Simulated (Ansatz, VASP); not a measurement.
Two plane-wave programs on Sb

```xyz
1
Lattice="-1.6643 1.6643 2.4335 1.6643 -1.6643 2.4335 1.6643 1.6643 -2.4335" Properties=species:S:1:pos:R:3 pbc="T T T"
Sb    0.0000    0.0000    0.0000
```

Alike in both runs: task single point; functional LDA; k mesh 24 × 24 × 24; occupations gaussian, width 0.15 eV; no spin polarisation.

```csv
,VASP,Ansatz
version,VASP 6.6.1,Ansatz 0.2.0
potentials or method,"VASP PAW LDA potentials, release 64 (Sb)","scalar-relativistic, plane waves, PAW"
plane-wave cutoff (eV),520,420
valence electrons in the cell,5,15
```

Ansatz gave:

```
gap on the k mesh at the Fermi level (eV)       : none
pressure (GPa)                                  : -3.0
largest component of the traceless stress (GPa) : 0.31
```

Question: Estimate VASP's values.

Answer: gap on the k mesh at the Fermi level (eV): none; pressure (GPa): -2.9; largest component of the traceless stress (GPa): 0.31.

A gap of «none» marks a metal or a gap that the smearing closes. The two sets of potentials don't hold the same shells in valence.

Spin-orbit coupling is left out, which matters for the levels of Sb.
